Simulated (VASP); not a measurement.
## SrO in VASP 6.6.1, single-point calculation

INCAR

```
LASPH = .TRUE.
NELM = 120
PREC = Accurate
LREAL = .FALSE.
ISMEAR = -1
LWAVE = .FALSE.
ENCUT = 520
NBANDS = 15
LCHARG = .FALSE.
EDIFF = 1E-7
LMAXMIX = 4
GGA = PE
SIGMA = 0.02
NSW = 0
ISIF = 2
IBRION = -1
```

KPOINTS

```
KPOINTS created by Atomic Simulation Environment
0
Gamma
8 8 8
0 0 0
```

POSCAR

```
Sr O
 1.0000000000000000
     0.0000000000000000    2.5024955561000000    2.6241984298999999
     2.5024955561000000    0.0000000000000000    2.6241984298999999
     2.5024955561000000    2.5024955561000000    0.0000000000000000
 Sr  O
   1   1
Cartesian
  0.0000000000000000  0.0000000000000000  0.0000000000000000
  2.5024955561000004  2.5024955561000004  2.6241984298999999
```

The recommended PBE PAW datasets give the neutral cell 16 valence electrons.

Command

```
mpirun -np 1 vasp_std
```

OSZICAR

```
N       E                     dE             d eps       ncg     rms          rms(c)
DAV:   1     0.683836648841E+02    0.68384E+02   -0.85071E+03  1770   0.105E+03
DAV:   2    -0.111259764951E+02   -0.79510E+02   -0.72485E+02  2456   0.223E+02
DAV:   3    -0.141552570801E+02   -0.30293E+01   -0.30164E+01  2240   0.388E+01
DAV:   4    -0.142091510967E+02   -0.53894E-01   -0.53882E-01  2292   0.512E+00
DAV:   5    -0.142106769712E+02   -0.15259E-02   -0.15258E-02  2212   0.647E-01    0.183E+01
DAV:   6    -0.121166977595E+02    0.20940E+01   -0.65630E+00  1826   0.199E+01    0.211E+01
DAV:   7    -0.119887002855E+02    0.12800E+00   -0.27504E-01  2141   0.475E+00    0.123E+01
DAV:   8    -0.119773123869E+02    0.11388E-01   -0.11277E-01  2323   0.332E+00    0.604E-01
DAV:   9    -0.119789911324E+02   -0.16787E-02   -0.54581E-03  2306   0.478E-01    0.234E-01
DAV:  10    -0.119794852034E+02   -0.49407E-03   -0.44858E-04  1875   0.192E-01    0.742E-02
DAV:  11    -0.119796124002E+02   -0.12720E-03   -0.11613E-04  1987   0.796E-02    0.292E-02
DAV:  12    -0.119796314434E+02   -0.19043E-04   -0.26822E-05  1861   0.378E-02    0.131E-02
DAV:  13    -0.119796314992E+02   -0.55807E-07   -0.88685E-07  2029   0.841E-03
   1 F= -.11979631E+02 E0= -.11979631E+02  d E =-.430445E-13
```

From OUTCAR

```
k-points           NKPTS =     59   k-points in BZ     NKDIM =     59   number of bands    NBANDS=     15

   NELECT =      16.0000    total number of electrons

   dimension x,y,z NGX =    28 NGY =   28 NGZ =   28
   dimension x,y,z NGXF=    56 NGYF=   56 NGZF=   56

  energy-cutoff  :      520.00
  volume of cell :       32.87
      direct lattice vectors                 reciprocal lattice vectors
     0.000000000  2.502495556  2.624198430    -0.199800555  0.199800555  0.190534372
     2.502495556  0.000000000  2.624198430     0.199800555 -0.199800555  0.190534372
     2.502495556  2.502495556  0.000000000     0.199800555  0.199800555 -0.190534372

 k-points in reciprocal lattice and weights: KPOINTS created by Atomic Simulation Env
   0.00000000  0.00000000  0.00000000       0.002
   0.12500000  0.00000000  0.00000000       0.016
   0.25000000  0.00000000  0.00000000       0.016
   0.37500000  0.00000000  0.00000000       0.016
   0.50000000  0.00000000  0.00000000       0.008
   0.12500000  0.12500000  0.00000000       0.004
   0.25000000  0.12500000  0.00000000       0.016
   0.37500000  0.12500000  0.00000000       0.016
   ...

 E-fermi :   2.4028

 k-point     1 :       0.0000    0.0000    0.0000
  band No.  band energies     occupation
      1     -30.4398      2.00000
      2     -13.3119      2.00000
      3     -12.0679      2.00000
      4     -12.0306      2.00000
      5     -12.0306      2.00000
      6       1.7122      2.00000
      7       1.8885      2.00000
      8       1.8885      2.00000
      9       5.9885      0.00000
     10       7.8717      0.00000
     11       8.2498      0.00000
     12       8.2498      0.00000
     13      10.1243      0.00000
     14      10.6844      0.00000
     15      14.7230      0.00000

 k-point     2 :       0.1250    0.0000    0.0000
  band No.  band energies     occupation
      1     -30.4166      2.00000
      2     -13.6846      2.00000
      3     -12.0812      2.00000
      4     -12.0369      2.00000
      5     -11.7181      2.00000
      6       1.3478      2.00000
      7       1.5899      2.00000
      8       1.6656      2.00000
      9       6.6887      0.00000
     10       7.9349      0.00000
     11       8.3702      0.00000
     12       8.5513      0.00000
     13      10.5517      0.00000
     14      11.1289      0.00000
     15      15.7555      0.00000

 k-point     3 :       0.2500    0.0000    0.0000
  band No.  band energies     occupation
      1     -30.3599      2.00000
      2     -14.2879      2.00000
      3     -12.1302      2.00000
      4     -12.0517      2.00000
      5     -11.2431      2.00000
      6       0.5161      2.00000
      7       1.1367      2.00000
      8       1.1864      2.00000
      9       7.9225      0.00000
     10       8.2427      0.00000
     11       9.2361      0.00000
     12       9.3758      0.00000
     13      11.6181      0.00000
     14      12.2231      0.00000
     15      17.8178      0.00000

 ...

  Total        2.0557569      2.0557569      0.4964095      0.0000000     -0.0000000      0.0000000
  in kB      100.2095337    100.2095337     24.1978837      0.0000000     -0.0000000      0.0000000
  external PRESSURE =      74.8723170 kB  Pullay stress =       0.0000000 kB

 POSITION                                       TOTAL-FORCE (eV/Angst)
 -----------------------------------------------------------------------------------
      0.00000      0.00000      0.00000         0.000000     -0.000000      0.000000
      2.50250      2.50250      2.62420        -0.000000      0.000000      0.000000
 -----------------------------------------------------------------------------------
    total drift:                                0.000000      0.000000      0.000000

  FREE ENERGIE OF THE ION-ELECTRON SYSTEM (eV)
  ---------------------------------------------------
  free  energy   TOTEN  =       -11.9796314992 eV

  energy  without entropy=      -11.9796314992  energy(sigma->0) =      -11.97963150
```

It converged. Results: gap between bands v and c on the k mesh 3.14 eV; least direct gap on the k mesh 3.18 eV; pressure 7.5 GPa. Band v is the last that the valence electrons fill when counted band by band, and c is the next.

For comparison, a separate PBE run of the intended cell, on usual settings and not on those above, gives a gap of 3.14 eV on its mesh and a pressure of 7.5 GPa.

The run above took about 23 s on one core of a shared host (Intel Xeon Platinum 8488C) and held 0.18 GiB at most.
